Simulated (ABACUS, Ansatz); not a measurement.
# Cost and result for the equilibrium volume of Ir

```
Ir
1.0
     0.00000    1.91560    1.91560
     1.91560    0.00000    1.91560
     1.91560    1.91560    0.00000
Ir
1
Direct
  0.00000 0.00000 0.00000
```

| rung | level | program and potentials | cutoff (eV) | k mesh | smearing | task | core time | chip | equilibrium volume (Å³/atom) | notes |
| --- | --- | --- | --- | --- | --- | --- | --- | --- | --- | --- |
| LDA | LDA | Ansatz, Ansatz PAW | 420 | 12 × 12 × 12 | fermi-dirac 0.05 | relaxation of cell and atoms | 2.8 s | AMD EPYC 9R14 Zen 4 | 13.82 | potentials made for PBE, which Ansatz adapts in part |
| GGA | revPBE | Ansatz, Ansatz PAW | 420 | 12 × 12 × 12 | fermi-dirac 0.05 | relaxation of cell and atoms | 4.4 s | Arm Neoverse V1 | 14.61 | potentials made for PBE, which Ansatz adapts in part |
| GGA + dispersion | RPBE+D4 | Ansatz, Ansatz PAW | 420 | 12 × 12 × 12 | fermi-dirac 0.05 | relaxation of cell and atoms | 5.2 s | Arm Neoverse V1 | 13.95 | potentials made for PBE, which Ansatz adapts in part |
| GGA + dispersion | PBEsol+D3(BJ) | Ansatz, Ansatz PAW | 420 | 12 × 12 × 12 | fermi-dirac 0.05 | relaxation of cell and atoms | 5.7 s | Arm Neoverse V1 | 13.74 | potentials made for PBE, which Ansatz adapts in part |
| hybrid | HSE06 | Ansatz, Ansatz PAW | 420 | 6 × 6 × 6 | fermi-dirac 0.05 | relaxation of cell and atoms | 31 s | Arm Neoverse V1 | 14.00 | coarse mesh; potentials made for PBE, which Ansatz adapts in part |
| hybrid | B3LYP | Ansatz, Ansatz PAW | 420 | 6 × 6 × 6 | fermi-dirac 0.05 | relaxation of cell and atoms | 38 s | Arm Neoverse V2 | 14.70 | coarse mesh; potentials made for PBE, which Ansatz adapts in part |
| hybrid | PBE0 | Ansatz, Ansatz PAW | 420 | 8 × 8 × 8 | fermi-dirac 0.05 | equation of state | 2.3 min | AMD EPYC 7R13 Zen 3 | 14.06 | potentials made for PBE, which Ansatz adapts in part |
| GGA | PBE | ABACUS, PseudoDojo NC SR 0.4.1 PBE standard, plane waves | 925 | 12 × 12 × 12 | fermi-dirac 0.05 | equation of state | 3.8 min | AMD EPYC 7571 | 14.46 | - |

Times are single runs on shared hosts and different chips, so they are rough; meshes, cutoffs and the tasks' sizes weigh on the time. All rows: no spin polarisation. Smearing widths are in eV. For a metal such meshes aren't converged. Meshes differ between rows, which moves values too. Meshes are those of the run's cell of 1 atom unless a note names another. Relaxations start from the cell shown or near it and stop with a little pressure left. The cell shown, of 14.06 Å³ an atom, is the runs' start and not the measured value. Misses use the values as printed. Runs on faulty files, with rough fits or with known faults for this quantity aren't shown. No row holds spin-orbit coupling.

Measured: 14.15 Å³/atom at 299.15 K (a printed reference work).

Q: Which of the timed runs without a coarse mesh or an atomic basis is the cheapest that comes within 1.5 % of the measured equilibrium volume?

A: RPBE+D4 (Ansatz, Ansatz PAW): 13.95 Å³/atom in 5.2 s. One crystal doesn't make the level reliable, since errors can cancel. The runs are for a static lattice, while measurements hold temperature and zero-point motion.
